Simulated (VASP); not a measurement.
# ZnSnN2 (P-3m1) in VASP: relaxation of cell and atoms with PBE

Aim: the relaxation of cell and atoms of ZnSnN2 with PBE.

Program: VASP 6.6.1. These are calculated values, not measurements. Logs are shortened: lines on timing, memory, paths and dates and some standing lists are left out, and cuts for length are marked.

### 1 The structure

The structure is trigonal, space group P-3m1 (No. 164). Conventional cell: a = 3.482 Å, b = 3.482 Å, c = 6.681 Å, α = 90.00°, β = 90.00°, γ = 120.00°. Around Zn (site symmetry -3m) lie 6 N at 3.19 Å and 2 Sn at 3.34 Å and 6 Zn at 3.48 Å. Around Sn (site symmetry -3m) lie 6 N at 2.19 Å. N (site symmetry 3m) has 3 Sn at 2.19 Å as nearest neighbours.

The cell was built by a generator and needn't be a form met in nature.

### 2 Relaxation of cell and atoms, PBE

Input file INCAR:

```
ALGO     = Fast           # electronic algorithm
EDIFF    = 1E-4           # SCF threshold, eV
EDIFFG   = -0.08          # ionic threshold
ENCUT    = 520            # plane-wave cutoff, eV
GGA      = PE             # functional
IBRION   = 2              # ionic algorithm
ISIF     = 3              # what is computed and relaxed
ISMEAR   = 0              # smearing method
LASPH    = T              # aspherical terms in the spheres
LCHARG   = F              # write CHGCAR
LREAL    = F              # projectors in reciprocal space
LWAVE    = F              # write WAVECAR
NELM     = 60             # most SCF steps
NSW      = 24             # ionic steps
PREC     = Normal         # precision mode
SIGMA    = 0.15           # smearing width, eV
```

Input file KPOINTS:

```
k-points
0
Gamma
  5 5 3
```

Input file POSCAR:

```
ZnSnN2
1.0
    3.4819560700      0.0000000000      0.0000000000
   -1.7409780400      3.0154624100      0.0000000000
    0.0000000000      0.0000000000      6.6806716600
Zn Sn N
1 1 2
Direct
    0.0000000000      0.0000000000      0.5000000000
    0.0000000000      0.0000000000      0.0000000000
    0.3333333300      0.6666666700      0.8712674700
    0.6666666700      0.3333333300      0.1287325300
```

Potentials or basis: VASP PAW PBE potentials, release 64 (Zn, Sn_d, N).

The run is started by

```bash
$ cat potpaw_PBE.64/Zn/POTCAR potpaw_PBE.64/Sn_d/POTCAR potpaw_PBE.64/N/POTCAR > POTCAR
$ mpirun -np 1 vasp_std > vasp.out
```

OUTCAR:

```text
EDIFF = 1E-4
   EDIFFG = -0.08
   ENCUT = 520
   GGA = PE
   IBRION = 2
   ISIF = 3
   ISMEAR = 0
   LASPH = T
   LREAL = F
   NELM = 60
   NSW = 24
   PREC = Normal

 ion  position               nearest neighbor table
   1  0.000  0.000  0.500-   2 3.34   2 3.34
   2  0.000  0.000  0.000-   3 2.19   4 2.19   4 2.19   3 2.19   4 2.19   3 2.19   1 3.34   1 3.34

   3  0.333  0.667  0.871-   2 2.19   2 2.19   2 2.19
   4  0.667  0.333  0.129-   2 2.19   2 2.19   2 2.19

  LATTYP: Found a hexagonal cell.
 ALAT       =     3.4819560700
 C/A-ratio  =     1.9186547807

  Lattice vectors:

 A1 = (   3.4819560700,   0.0000000000,   0.0000000000)
 A2 = (  -1.7409780400,   3.0154624100,   0.0000000000)
 A3 = (   0.0000000000,   0.0000000000,   6.6806716600)

Analysis of symmetry for initial positions (statically):
=====================================================================
 Subroutine PRICEL returns:
 Original cell was already a primitive cell.

 Routine SETGRP: Setting up the symmetry group for a
 hexagonal supercell.

 Subroutine GETGRP returns: Found 12 space group operations
 (whereof 12 operations were pure point group operations)
 out of a pool of 24 trial point group operations.

The static configuration has the point symmetry D_3d.

Analysis of symmetry for dynamics (positions and initial velocities):
=====================================================================
 Subroutine PRICEL returns:
 Original cell was already a primitive cell.

 Routine SETGRP: Setting up the symmetry group for a
 hexagonal supercell.

 Subroutine GETGRP returns: Found 12 space group operations
 (whereof 12 operations were pure point group operations)
 out of a pool of 24 trial point group operations.

The dynamic configuration has the point symmetry D_3d.

 Subroutine INISYM returns: Found 12 space group operations
 (whereof 12 operations are pure point group operations),
 and found     1 'primitive' translations

----------------------------------------------------------------------------------------

                                     Primitive cell

  volume of cell :      70.1451

  direct lattice vectors                    reciprocal lattice vectors
     3.481956070  0.000000000  0.000000000     0.287194893  0.165812049  0.000000000
    -1.740978040  3.015462410  0.000000000     0.000000000  0.331624097  0.000000000
     0.000000000  0.000000000  6.680671660     0.000000000  0.000000000  0.149685548

  length of vectors
     3.481956070  3.481956071  6.680671660     0.331624098  0.331624097  0.149685548

[... 60 lines left out ...]
   NGXF,Y,Z  is equivalent  to a cutoff of  19.10, 19.10, 19.91 a.u.
 SYSTEM =  unknown system
   PREC   = normal    normal or accurate (medium, high low for compatibility)
   ISTART =      0    job   : 0-new  1-cont  2-samecut
   ICHARG =      2    charge: 1-file 2-atom 10-const
   ISPIN  =      1    spin polarized calculation?
   LNONCOLLINEAR =      F non collinear calculations
   LSORBIT =      F    spin-orbit coupling
   LASPH  =      T    aspherical Exc in radial PAW
   ENCUT  =  520.0 eV  38.22 Ry    6.18 a.u.   6.47  6.47 12.42*2*pi/ulx,y,z
   NELM   =     60;   NELMIN=  2; NELMDL= -5     # of ELM steps
   EDIFF  = 0.1E-03   stopping-criterion for ELM
   LREAL  =      F    real-space projection
   EDIFFG = -.8E-01   stopping-criterion for IOM
   NSW    =     24    number of steps for IOM
   IBRION =      2    ionic relax: 0-MD 1-quasi-New 2-CG
   NFREE  =      1    steps in history (QN), initial steepest desc. (CG)
   ISIF   =      3    stress and relaxation
   ISYM   =      2    0-nonsym 1-usesym 2-fastsym
   POTIM  = 0.5000    time-step for ionic-motion
   TEBEG  =    0.0;   TEEND  =   0.0 temperature during run
   PSTRESS=    0.0 pullay stress
   NELECT =      36.0000    total number of electrons
   NUPDOWN=      -1.0000    fix difference up-down
   EMIN   =  10.00;   EMAX   =-10.00  energy-range for DOS
   EFERMI =   0.00;   METHOD = LEGACY
   ISMEAR =     0;   SIGMA  =   0.15  broadening in eV -4-tet -1-fermi 0-gaus
   EFERMI_NEDOS =   21; number of points for ismear=-14 and -15
   IALGO  =     68    algorithm
   IMIX   =      4    mixing-type and parameters
     AMIX     =   0.40;   BMIX     =  1.00
     AMIX_MAG =   1.60;   BMIX_MAG =  1.00
  volume/ion in A,a.u.               =      17.54       118.34
  Fermi-wavevector in a.u.,A,eV,Ry     =   1.310720  2.476901 23.374627  1.717987
  Thomas-Fermi vector in A             =   2.441231
   LORBIT       =      0    0 simple, 1 ext, 2 COOP (PROOUT), +10 PAW based schemes
   GGA     = PE    functional components
   LHFCALC =     F    Hartree Fock is set to
   AEXX    =    0.0000 exact exchange contribution
   IVDW    =     0    specifies the selected vdW correction
   LEPSILON=     F    determine dielectric tensor
   LRPA    =     F    only Hartree local field effects (RPA)
 conjugate gradient relaxation of ions
 non-spin polarized calculation
 RMM-DIIS sequential band-by-band and
 Gauss-broadening in eV      SIGMA  =   0.15
  energy-cutoff  :      520.00
  volume of cell :       70.15
 maximum number of plane-waves:      1909
   NGX = 13   NGY = 13   NGZ = 25

--------------------------------------- Ionic step        1  -------------------------------------------

 number of electron      35.9999988 magnetization

 Free energy of the ion-electron system (eV)
  ---------------------------------------------------
  ext. energy  EPLUGINS =         0.00000000
  ---------------------------------------------------
  free energy    TOTEN  =       -16.78567812 eV

  energy without entropy =      -16.74769962  energy(sigma->0) =      -16.76668887

 E-fermi :   3.0995     XC(G=0):  -9.8313

 val. band max:        3.0939642933   @ k =   0.4000  -0.0000   0.3333
 cond. band min:       3.1098749286   @ k =   0.2000  -0.0000   0.0000
 fundamental gap:      0.0159106354
 Fermi energy:         3.0994989862
[... 712 lines left out ...]
  FREE ENERGIE OF THE ION-ELECTRON SYSTEM (eV)
  ---------------------------------------------------
  free  energy   TOTEN  =       -18.5124429428 eV

  energy  without entropy=      -18.4967785276  energy(sigma->0) =      -18.50461074

[... ionic steps 4 to 10 ...]

--------------------------------------- Ionic step       11  -------------------------------------------

 number of electron      35.9999924 magnetization

------------------------ aborting loop because EDIFF is reached ----------------------------------------
[... 71 lines left out ...]
--------------------------------------- Ionic step       13  -------------------------------------------

 number of electron      35.9999923 magnetization

 Free energy of the ion-electron system (eV)
  ---------------------------------------------------
  ext. energy  EPLUGINS =         0.00000000
  ---------------------------------------------------
  free energy    TOTEN  =       -19.80613083 eV

  energy without entropy =      -19.80074776  energy(sigma->0) =      -19.80343930

 E-fermi :   6.7798     XC(G=0): -11.8954

 val. band max:        6.6415741511   @ k =   0.2000  -0.0000   0.0000
 cond. band min:       8.6344796100   @ k =   0.0000   0.0000   0.3333
 fundamental gap:      1.9929054589
 Fermi energy:         6.7797950857
[... 329 lines left out ...]
  FREE ENERGIE OF THE ION-ELECTRON SYSTEM (eV)
  ---------------------------------------------------
  free  energy   TOTEN  =       -19.8061308326 eV

  energy  without entropy=      -19.8007477588  energy(sigma->0) =      -19.80343930

 reached required accuracy - stopping structural energy minimisation
```

CONTCAR:

```text
ZnSnN2
   1.00000000000000
     3.1908547626153045    0.0000000006181375   -0.0000000000000000
    -1.5954273853543159    2.7633612828619913    0.0000000000000001
     0.0000000000000000    0.0000000000000001    5.4692092006819024
  Zn              Sn              N
     1     1     2
Direct
     0.0000000000000000    1.0000000000000000    0.5000000000000000
     0.0000000000000000    1.0000000000000000    0.0000000000000000
     0.3333333300000021    0.6666666699999979    0.7639539695140508
     0.6666666699999979    0.3333333300000021    0.2360460304859491

  0.00000000E+00  0.00000000E+00  0.00000000E+00
  0.00000000E+00  0.00000000E+00  0.00000000E+00
  0.00000000E+00  0.00000000E+00  0.00000000E+00
  0.00000000E+00  0.00000000E+00  0.00000000E+00
```

Run time: 46 s. Hardware: 1 thread of Intel Xeon 6975P-C (Granite Rapids), shared host; peak memory 0.16 GiB.

What came out:

| Item | Value |
| --- | --- |
| Free energy | -19.8061 eV |
| Relaxed volume | 12.06 Å³/atom |
| Relaxed cell | a = 3.191 Å, b = 3.191 Å, c = 5.469 Å, α = 90.00°, β = 90.00°, γ = 120.00° |
| Space group after relaxing (to 0.05 Å) | P-3m1 (No. 164) |
| Energy gained by relaxing | 755.1 meV/atom |
| Ionic steps | 13 |
| Pressure after relaxing | -0.2 GPa |
| Largest force after relaxing | 0.038 eV/Å |
| Band gap on the k mesh | none (metal or under the smearing width) |

Forces on the atoms (eV/Å):
```
Zn   0.000  0.000  0.000
Sn   0.000  0.000  0.000
N    0.000  0.000  0.038
N    0.000  0.000 -0.038
```

Stress tensor (GPa, compression positive):
```
 0.15  0.00  0.00
 0.00  0.15  0.00
 0.00  0.00 -0.76
```

Step by step:
```tsv
step	energy change (eV)	largest force (eV/Å)	pressure (GPa)	volume (Å³)
1	0.0000	2.3199	-3.62	70.15
2	-0.5825	1.9966	-5.00	66.20
3	-1.7268	0.7335	-5.58	55.19
4	-1.7354	0.0405	-3.10	51.22
5	-1.7758	0.3288	-4.14	52.96
6	-2.0352	0.2232	-4.14	51.35
7	-2.5698	0.4922	4.14	46.67
8	-2.5976	0.8912	9.10	45.20
9	-2.5987	0.7159	6.34	45.78
10	-2.8157	0.5184	4.86	46.58
11	-3.0191	0.0534	-1.82	48.44
12	-3.0191	0.0719	-0.80	48.38
13	-3.0205	0.0376	-0.16	48.22
```

Final structure:
```xyz
4
Lattice="3.1909 0.0000 0.0000 -1.5954 2.7634 0.0000 0.0000 0.0000 5.4692" Properties=species:S:1:pos:R:3 pbc="T T T"
Zn   -1.5954    2.7634    2.7346
Sn   -1.5954    2.7634    0.0000
N     0.0000    1.8422    4.1782
N     1.5954    0.9211    1.2910
```

Levels at points of the mesh, in eV from the Fermi level:
| k point | band 14 | band 15 | band 16 | band 17 | band 18 | band 19 | band 20 | band 21 | band 22 |
| --- | --- | --- | --- | --- | --- | --- | --- | --- | --- |
| (0.00, 0.00, 0.00) | -1.12 | -0.86 | -0.86 | -0.16 | -0.16 | -0.15 | 3.34 | 7.23 | 8.97 |

Caveat: the k mesh is coarse (spacing up to 0.42 Å⁻¹), so the values aren't converged; the volume moved by over 15 % at a fixed basis, so the end points are rough; the relaxation stopped at a loose force limit of 0.08 eV/Å, so its end isn't a converged minimum.
